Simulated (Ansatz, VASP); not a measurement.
# Os: VASP beside Ansatz

```
Os
1.0
     2.55020    0.00000    0.00000
     0.00000    2.55020    0.00000
     0.00000    0.00000    2.55020
Os
1
Direct
  0.00000 0.00000 0.00000
```

Alike in both runs: task single point; functional LDA; k mesh 14 × 14 × 14; occupations fermi-dirac, width 0.1 eV; no spin polarisation.

|  | VASP | Ansatz |
| --- | --- | --- |
| version | VASP 6.6.1 | Ansatz 0.2.0 |
| potentials or method | VASP PAW LDA potentials, release 64 (Os) | plane waves (420 eV) with PAW, scalar-relativistic |
| plane-wave cutoff (eV) | 520 | 420 |
| valence electrons in the cell | 8 | 16 |

VASP gave:

```
pressure (GPa) : -10.7
```

Question: Estimate Ansatz's values.

Answer: Pressure (GPa): -10.6.

The two sets of potentials don't hold the same shells in valence. Ansatz warned: «pseudo_functional_mismatch».

Spin-orbit coupling is left out, which matters for the levels of Os.
